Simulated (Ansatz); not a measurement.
Runs of Ansatz 0.2.0 on Zr. It takes space group P6_3/mmc (No. 194, hexagonal). Conventional cell: a = 3.232 Å, b = 3.232 Å, c = 5.147 Å, α = 90.00°, β = 90.00°, γ = 120.00°. Zr (site symmetry -6m2) has 12 Zr at 3.18 to 3.23 Å as nearest neighbours. 

| task | level | cell | k mesh | cutoff (eV) | smearing | basis error allowed | mesh quality | gap on the mesh (eV) | pressure (GPa) |
| --- | --- | --- | --- | --- | --- | --- | --- | --- | --- |
| relaxation of cell and atoms | revPBE+D4 | relaxed | 9 × 9 × 5 | - | fermi-dirac 0.05 eV | 0.001 eV/atom | not flagged | - | 0.0 |
| single point | PBE | as given | 9 × 9 × 5 | 174 | gaussian 0.023 eV | 0.001 eV/atom | not flagged | none | 0.6 |
| phonons | PBE | as given | 7 × 7 × 4 | 184 | fermi-dirac 0.05 eV | 0.001 eV/atom | coarse | none | - |
| single point | PBE | as given | 5 × 5 × 3 | 161 | fermi-dirac 0.04 eV | 0.002 eV/atom | coarse | none | (a) |

Alike in all rows: potentials or basis all-electron LAPW, scalar-relativistic; no spin polarisation.

Task: Fill in the values left out.

Result: (a) 0.7.

Caveats: some runs use coarse meshes; the k mesh is thin for a metal, which can move the energy by tens of meV per atom (some runs); a metal's response needs a denser mesh (some runs).

A k mesh can miss the band edges, and the runs leave out spin-orbit coupling on Zr.

A gap of «none» marks a metal or a gap under the smearing width.
